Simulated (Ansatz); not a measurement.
Input and command of a plane-wave DFT calculation in Ansatz:

```yaml
crystal:
  lattice:
    - [0.0, -2.0455, -2.0455]
    - [0.0, 2.0455, -2.0455]
    - [4.091, 0.0, 0.0]
  atoms:
    - { symbol: Au, position: [0.5, 0.5, 0.5122219506] }
    - { symbol: Au, position: [0.0, 0.0, -0.0122219506] }
basis:
  ecutwfc: 420
kpoints:
  mp_grid: { grid: [16, 16, 12] }
hamiltonian:
  xc: pbe
scf:
  occupations: { method: gaussian, width: 0.15 }
output:
  forces: true
  stress: true
  eigenvalues: true
```

```bash
ansatz run input.yaml --threads 2 --pin off --max-ram 5120MiB --backend cpu --events-out ev --progress --plain --runs-dir out
```

Processor: Intel(R) Xeon(R) 6975P-C (Granite Rapids), 2 threads, on a host shared with other jobs.

Estimate time, memory and problem size.

About 2.7 s on 2 threads of Intel(R) Xeon(R) 6975P-C (Granite Rapids) (shared host), peak memory 0.51 GiB. It solves 23 bands at 315 k points (the mesh reduced by symmetry) with about 673 plane waves, in 6 SCF iterations.
